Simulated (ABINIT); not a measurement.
Crystal: Ga.

```
Ga
1.0
     1.38300   -4.02650    0.00000
     1.38300    4.02650    0.00000
    -0.11745    0.00000    3.32993
Ga
2
Cartesian
  1.2949 2.9716 2.4974
  1.3536 -2.9716 0.8325
```

This isn't the form of Ga at room conditions, which is orthorhombic.

* Program: ABINIT 10.8.3 (patched build)
* Task: relaxation of cell and atoms
* Functional: LDA
* Potentials or basis: JTH PAW LDA v2.0
* Cutoff: 463 eV
* k mesh: 8 × 8 × 7
* Occupations: fermi-dirac, width 0.05 eV
* Spin: no spin polarisation

At the start: pressure -3.4 GPa; volume 18.54 Å³/atom.

**Question.** Where does the relaxation end?

**Answer.** Over 16 steps the energy falls by 27.8 meV/atom and the volume is 17.41 Å³/atom (-6.1 %); space group C2/c (No. 15, to 0.05 Å).

The path:
| step | energy change (eV) | largest force (eV/Å) | pressure (GPa) | volume (Å³) |
| --- | --- | --- | --- | --- |
| 1 | 0.0000 | 0.1568 | -3.43 | 37.09 |
| 2 | -0.0111 | 0.1511 | -2.97 | 36.70 |
| 3 | -0.0400 | 0.0022 | 2.40 | 33.64 |
| 4 | -0.0460 | 0.0540 | 0.28 | 34.62 |
| 5 | -0.0469 | 0.0442 | 0.40 | 34.56 |
| 6 | -0.0347 | 0.1824 | 1.87 | 34.08 |
| 7 | -0.0517 | 0.0034 | 0.39 | 34.63 |
| 8 | -0.0529 | 0.0204 | 0.26 | 34.71 |
| 9 | -0.0539 | 0.0339 | -0.09 | 34.91 |
| 10 | -0.0543 | 0.0251 | -0.24 | 34.99 |
| 11 | -0.0550 | 0.0037 | -0.41 | 35.07 |
| 12 | -0.0553 | 0.0052 | -0.34 | 35.02 |
| 13 | -0.0555 | 0.0102 | -0.11 | 34.89 |
| 14 | -0.0556 | 0.0085 | -0.01 | 34.84 |
| 15 | -0.0556 | 0.0072 | 0.01 | 34.83 |
| 16 | -0.0556 | 0.0036 | 0.02 | 34.82 |

Final structure:
```
Ga
1.0
     1.33500   -3.85119   -0.04925
     1.33500    3.85119   -0.04925
    -0.23194    0.00000    3.39510
Ga
2
Direct
  0.13347 0.86653 0.75000
  0.86653 0.13347 0.25000
```
